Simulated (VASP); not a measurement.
Write the native input for VASP 6.6.1 that does the following.

```
Task                    : density of states
Functional              : BLYP
Potentials or basis     : VASP PAW PBE potentials, release 64 (In_d, P)
Cutoff                  : 520 eV
k mesh                  : 8 × 8 × 8
Occupations             : methfessel-paxton, width 0.01 eV
Spin                    : no spin polarisation
Dipole correction       : no
k mesh for the DOS      : 12 × 12 × 12
Occupations for the DOS : tetrahedron
Further INCAR settings  : ALGO = Normal; EDIFF = 1e-06
```

The system is InP.

```
In P
1.0
     0.00000    2.93050    2.93050
     2.93050    0.00000    2.93050
     2.93050    2.93050    0.00000
In P
1 1
Direct
  0.00000 0.00000 0.00000
  0.75000 0.75000 0.75000
```

One way to write it, as run:

POSCAR

```
InP
1.0
    0.0000000000      2.9305000000      2.9305000000
    2.9305000000      0.0000000000      2.9305000000
    2.9305000000      2.9305000000      0.0000000000
In P
1 1
Direct
    0.0000000000      0.0000000000      0.0000000000
    0.7500000000      0.7500000000      0.7500000000
```

INCAR.step1

```
SYSTEM = InP
AGGAC    = 1.0          
AGGAX    = 1.0          
ALDAC    = 0.0          
ALDAX    = 1.0          
ALGO     = Normal         ! electronic algorithm
EDIFF    = 1E-6           ! SCF threshold, eV
ENCUT    = 520            ! plane-wave cutoff, eV
GGA      = B5             ! functional
ISIF     = 2              ! what is computed and relaxed
ISMEAR   = 1              ! smearing method
LASPH    = .True.         ! aspherical terms in the spheres
LCHARG   = .True.         ! write CHGCAR
LREAL    = .False.        ! projectors in reciprocal space
LWAVE    = .False.        ! write WAVECAR
NBANDS   = 16             ! bands
NELM     = 100            ! most SCF steps
PREC     = Accurate       ! precision mode
SIGMA    = 0.01           ! smearing width, eV
```

KPOINTS.step1

```
k-points
0
Gamma
  8 8 8
  0 0 0
```

INCAR.step2

```
SYSTEM = InP
AGGAC    = 1.0          
AGGAX    = 1.0          
ALDAC    = 0.0          
ALDAX    = 1.0          
ALGO     = Normal         ! electronic algorithm
EDIFF    = 1E-6           ! SCF threshold, eV
ENCUT    = 520            ! plane-wave cutoff, eV
GGA      = B5             ! functional
ICHARG   = 11             ! starting density
ISIF     = 2              ! what is computed and relaxed
ISMEAR   = -5             ! smearing method
LASPH    = .True.         ! aspherical terms in the spheres
LCHARG   = .False.        ! write CHGCAR
LORBIT   = 10             ! projections on sites
LREAL    = .False.        ! projectors in reciprocal space
LWAVE    = .False.        ! write WAVECAR
NEDOS    = 1001           ! points of the DOS
NELM     = 100            ! most SCF steps
PREC     = Accurate       ! precision mode
SIGMA    = 0.01           ! smearing width, eV
```

KPOINTS.step2

```
k-points
0
Gamma
  12 12 12
  0 0 0
```

Potentials or basis: VASP PAW PBE potentials, release 64 (In_d, P).

The run is started by

```console
$ cat potpaw_PBE.64/In_d/POTCAR potpaw_PBE.64/P/POTCAR > POTCAR
$ cp INCAR.step1 INCAR
$ cp KPOINTS.step1 KPOINTS
$ mpirun -np 1 vasp_std > vasp.out
$ cp INCAR.step2 INCAR
$ cp KPOINTS.step2 KPOINTS
$ mpirun -np 1 vasp_std > vasp.out
```

It gave:

```json
{
 "Valence electrons inside the program's atomic spheres": "In 11.52; P 2.55"
}
```

Wall time 51 s on 1 thread of Intel(R) Xeon(R) Platinum 8259CL CPU @ 2.50GHz (Skylake/Cascade Lake), on a shared host, peak memory 0.19 GiB.
